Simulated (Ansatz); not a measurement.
Ansatz input

```yaml
crystal:
  lattice:
    - [0.0, 3.0725185201, 3.0725185201]
    - [3.0725185201, 0.0, 3.0725185201]
    - [3.0725185201, 3.0725185201, 0.0]
  atoms:
    - { symbol: Ta, position: [0.125, 0.125, 0.125] }
    - { symbol: Ta, position: [0.875, 0.875, 0.875] }
hamiltonian:
  xc: revpbe
  pseudopotentials:
    kind: paw
    azcp:
      Ta: "pseudopotentials/Ta.paw.azcp"
basis:
  ecutwfc: 420
  fft_grid_basis: typed
kpoints:
  mp_grid: { grid: [15, 15, 15], shift: [0, 0, 0] }
magnetization:
  spin_polarized: false
scf:
  occupations: { method: fermi_dirac, width: 0.1 }
output:
  write_density: true
  write_potential: true
  elf: true
  volumetric_format: npy
```

and its output:

```
Engine: ansatz 0.2.0, aarch64-unknown-linux-gnu
Pseudopotentials: kind: paw
Pseudopotential: Ta, paw, valence charge 13, recommended cutoff 420 eV (normal) 
Functional definition: revPBE
  parameter kappa = 1.245
  parameter beta = 0.06672455060314922
  exchange = pbe_x(kappa = kappa, mu = beta*pi^2/3)
  correlation = pbe_c(beta = beta)
Crystal: 2 atoms, lattice volume = 58.011 Å³
Basis set: ecut = 420 eV, 1139 PW (Γ)
Bands: 17, of which v1, the nominal top of the filled ones, is band 13 counted from 1 (12 counted from 0)
Symmetry: 48 space group operations
Space group: Fd-3m (ITA 227), of the structure as read, at distance tolerance 3.9e-5 Å
k-points: 120 of 3375
Non-local potential: Ta, projectors of the file, l = 0: 3, l = 1: 2, l = 2: 2, l = 3: 1
PAW form: soft (Blöchl's): semilocal exchange-correlation on the pseudo side does not see the compensation charge
PAW frozen core: Ta, regenerated for the run's functional, and the local potential with it (the file was generated under x = pbe(κ = 0.804, μ = 0.2195149727645171), c = pbe(β = 0.06672455060314922))
PAW one-centre angular grid: Ta, 590 points (default); XC on 64 Gauss nodes
Initial density: superposition of atomic densities (neutral atoms: chi_scale 0, normalization atom), corrected by the library's trained network
Initial wavefunctions: pseudopotential atomic-orbital guess
Functional: x = revpbe(κ = 1.245, μ = 0.2195149727645171), c = pbe(β = 0.06672455060314922)
SCF iter   1: F=—  HF=-19876.704821 eV  |F-HF|=—  |Δ(HF+E_count)|=         —  Δρ=5.74e-3  dr2=1.85e-2  ethr=1.77e-3  ⟨swp⟩=4.9  Hψ=9965  notcnv=0
SCF iter   2: F=—  HF=-19876.704523 eV  |F-HF|=—  |Δ(HF+E_count)|=   2.98e-4  Δρ=3.33e-3  dr2=7.19e-3  ethr=7.11e-5  ⟨swp⟩=1.1  Hψ=3018  notcnv=0
SCF iter   3: F=—  HF=-19876.704857 eV  |F-HF|=—  |Δ(HF+E_count)|=   3.34e-4  Δρ=5.47e-4  dr2=2.47e-4  ethr=2.77e-5  ⟨swp⟩=2.0  Hψ=2594  notcnv=0
SCF iter   4: F=—  HF=-19876.704983 eV  |F-HF|=—  |Δ(HF+E_count)|=   1.26e-4  Δρ=1.84e-4  dr2=2.00e-5  ethr=9.50e-7  ⟨swp⟩=2.0  Hψ=2577  notcnv=0
SCF iter   5: F=—  HF=-19876.705007 eV  |F-HF|=—  |Δ(HF+E_count)|=   2.42e-5  Δρ=2.74e-5  dr2=2.80e-7  ethr=7.71e-8  ⟨swp⟩=2.0  Hψ=2675  notcnv=0
SCF iter   6: F=-19876.705007 eV  HF=-19876.705007 eV  |F-HF|=9.63e-9  |Δ(HF+E_count)|=   4.50e-7  Δρ=3.25e-6  dr2=3.28e-9  ethr=3.85e-10  ⟨swp⟩=4.0  Hψ=6262  notcnv=0
SCF 1 converged in 6 iterations: F = -19876.705007 eV  dr2 = 3.28e-9
SCF converged after 6 iterations
Free energy (F): -19876.705007 eV
Harris-Foulkes:  -19876.705007 eV  (|F-HF|=9.63e-9)
Internal energy: -19876.571627 eV  (E = F + TS)
E sigma→0 (E₀):  -19876.638317 eV
Entropy (-TS):   -0.133380 eV (-66.690 meV/atom)
Fermi energy:    10.143686 eV
--- Per-component energies (eV) ---
  E_band       = -423.439577
  E_kinetic    = 725.475998
  E_local      = -1961.040781  (includes V_loc(G=0)·N_el)
  E_nonlocal   = 32.787964
  E_hartree    = 701.490006
  E_xc         = -431.756255
  E_vxc        = -400.440140  (∫ρ·V_xc dr)
  E_paw        = -16810.225869  (= ΣΔE_a)
  E_vpaw       = -223.203152  (= ΣTr[D̂ρ^β])
  E_aug_tail   = 0.000287  (compensation charges beyond the density's cutoff)
  E_ewald      = -2133.264436
  E_core_change = -0.038542  (= ΣΔE_core)
  E_smearing   = -0.133380  (= −TS)
  E_closure    = 0.000000  (closes the sum)
  Σ components = -19876.705007   (vs F -19876.705007, Δ=0.00e0)
--- Band table (eV; the first three rows and the last of 120) ---
  k-point 0: bands = ["-57.1546", "-56.9150", "-23.9848", "-23.9848", "-23.9848", "-23.2308", "-23.2308", "-23.2308", "4.6282", "9.2342", "9.2342", "9.8423", "9.8423", "9.8423", "12.1165", "12.1165", "12.1165"]
  k-point 1: bands = ["-57.1527", "-56.9170", "-23.9887", "-23.9887", "-23.9841", "-23.2320", "-23.2266", "-23.2266", "4.6975", "9.1828", "9.1828", "9.8281", "9.9288", "9.9288", "11.9804", "12.1056", "12.1056"]
  k-point 2: bands = ["-57.1470", "-56.9228", "-23.9996", "-23.9996", "-23.9822", "-23.2353", "-23.2152", "-23.2152", "4.9015", "9.0956", "9.0956", "9.7910", "10.1036", "10.1036", "11.6154", "12.0924", "12.0924"]
  k-point 119: bands = ["-57.0441", "-57.0274", "-24.1566", "-24.1429", "-23.6530", "-23.5744", "-23.0667", "-23.0542", "8.2380", "8.3317", "8.7057", "9.0580", "10.4775", "11.0123", "11.0272", "11.0864", "14.1782"]
```
